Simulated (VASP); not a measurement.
LiF: single point with PBEsol

Crystal: LiF.

```
CELL_PARAMETERS angstrom
3.06094 0.00000 0.00000
-1.53047 2.65085 0.00000
0.00000 0.00000 4.80732
ATOMIC_POSITIONS crystal
Li 0.33333 0.66667 0.38115
Li 0.66667 0.33333 0.88115
F 0.33333 0.66667 0.04065
F 0.66667 0.33333 0.54065
```

Measurements of this composition are mostly on another form, of space group No. 225.

The cell isn't the ideal one: all F atoms moved +0.225 Å, as atom 3 along Cartesian [0 0 1].

```yaml
Program: VASP 6.6.1
Task: single point
Functional: PBEsol
Potentials_or_basis: VASP PAW PBE potentials, release 64 (Li_sv, F)
Cutoff: 520 eV
k_mesh: 9 × 9 × 6
Occupations: gaussian, width 0.05 eV
Spin: no spin polarisation
Dipole_correction: no
Further_INCAR_settings: ALGO = Fast; EDIFF = 1e-06; NBANDS = 18
```

| Quantity | Value |
| --- | --- |
| Largest force | 1.551 eV/Å |
| Band gap on the k mesh | 7.72 eV, direct |

Forces on the atoms (eV/Å):
```
Li   0.000  0.000  1.551
Li   0.000  0.000  1.551
F    0.000  0.000 -1.551
F    0.000  0.000 -1.551
```

Levels at points of the mesh, in eV from the valence-band top:
| k point | band 8 | band 9 | band 10 | band 11 | band 12 | band 13 |
| --- | --- | --- | --- | --- | --- | --- |
| (0.00, 0.00, 0.00) | -0.25 | 0.00 | 0.00 | 7.72 | 12.04 | 15.08 |
| (0.00, 0.00, 0.50) | -0.18 | -0.18 | -0.18 | 9.28 | 9.28 | 18.07 |

Wall time 28 s on 1 thread of AMD EPYC 9R45 96-Core Processor (Zen 5), on a shared host, peak memory 0.13 GiB.

Caveat: the PAW data sets were made with another functional, which shifts forces and pressure a little; an odd mesh through Γ misses points on the zone boundary, where band edges often lie.
